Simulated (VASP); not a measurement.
CuAu3:

```xyz
4
Lattice="3.9800 0.0000 0.0000 0.0000 3.9800 0.0000 0.0000 0.0000 3.9800" Properties=species:S:1:pos:R:3 pbc="T T T"
Au    1.9900    1.9900    0.0000
Au    1.9900    0.0000    1.9900
Au    0.0000    1.9900    1.9900
Cu    0.0000    0.0000    0.0000
```

- Program: VASP 6.6.1
- Task: relaxation of cell and atoms
- Functional: r2SCAN
- Potentials or basis: VASP PAW PBE potentials, release 64 (Au, Cu)
- Cutoff: 600 eV
- k mesh: 6 × 6 × 6
- Occupations: fermi-dirac, width 0.05 eV
- Spin: no spin polarisation

At the start: pressure 4.1 GPa; volume 15.76 Å³/atom.

**Question.** How do energy, volume and symmetry change on relaxing?

**Answer.** Over 3 steps the energy falls by 4.9 meV/atom and the volume is 16.15 Å³/atom (+2.5 %); space group Pm-3m (No. 221, to 0.05 Å).

Step by step:
```csv
step,energy change (eV),largest force (eV/Å),pressure (GPa),volume (Å³)
1,0.0000,0.0000,4.12,63.04
2,0.0154,0.0000,-4.85,66.81
3,-0.0194,0.0000,-0.01,64.61
```

Final structure:
```xyz
4
Lattice="4.0127 0.0000 0.0000 0.0000 4.0127 0.0000 0.0000 0.0000 4.0127" Properties=species:S:1:pos:R:3 pbc="T T T"
Au    2.0063    2.0063    0.0000
Au    2.0063    0.0000    2.0063
Au    0.0000    2.0063    2.0063
Cu    0.0000    0.0000    0.0000
```

Caveat: the PAW data sets were made with another functional, which shifts forces and pressure a little.
